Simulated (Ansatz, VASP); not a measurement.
CdSe: VASP beside Ansatz

```
Cd Se
1.0
     0.00000    2.87396    2.87396
     2.87396    0.00000    2.87396
     2.87396    2.87396    0.00000
Cd Se
1 1
Direct
  0.00000 0.00000 0.00000
  0.50000 0.50000 0.50000
```

Alike in both runs: functional PBEsol; k mesh 8 × 8 × 8; occupations fermi-dirac, width 0.05 eV; no spin polarisation.

```csv
,VASP,Ansatz
version,VASP 6.6.1,Ansatz 0.2.0
potentials or method,"VASP PAW PBE potentials, release 64 (Cd, Se), cutoff 520 eV","all-electron LAPW, scalar-relativistic"
task,single point,band structure
```

Ansatz gave:

- gap on the k mesh at the Fermi level (eV): none
- pressure (GPa): -3.8

Task: Which values does VASP return?

Result: gap on the k mesh at the Fermi level (eV): none; pressure (GPa): -3.5.

A gap of «none» marks a metal or a gap that the smearing closes. Ansatz ran all-electron here, so the differences hold the error of VASP's frozen core and of both bases.

Caveats: the PAW data sets were made with another functional, which shifts forces and pressure a little (VASP).
